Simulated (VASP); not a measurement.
The system is BN.

```xyz
2
Lattice="0.0000 1.7458 1.7458 1.7458 0.0000 1.7458 1.7458 1.7458 0.0000" Properties=species:S:1:pos:R:3 pbc="T T T"
B     0.0000    0.0000    0.0000
N     1.7458    1.7458    1.7458
```

The cell was built by a generator and needn't be a form met in nature.

Base run:

- Program: VASP 6.6.1
- Functional: PBE
- Potentials or basis: VASP PAW PBE potentials, release 64 (B, N)
- Cutoff: 520 eV
- k mesh: 8 × 8 × 8
- Occupations: gaussian, width 0.01 eV
- Spin: no spin polarisation

Its results: band gap on the k mesh 1.33 eV, indirect (least direct gap 5.85 eV); pressure 3.8 GPa.

Q: The run is repeated on the same cell with these changes: functional from PBE to HSE06; k mesh from 8 × 8 × 8 to 6 × 6 × 6. What comes out?

A: Band gap on the k mesh 2.17 eV, indirect (least direct gap 7.23 eV); pressure -8.2 GPa.

Several settings changed at once, so the effect can't be laid on one alone.

Caveats: some runs use coarse meshes; the PAW data sets were made with another functional, which shifts forces and pressure a little (some runs).

A k mesh can miss the band edges.
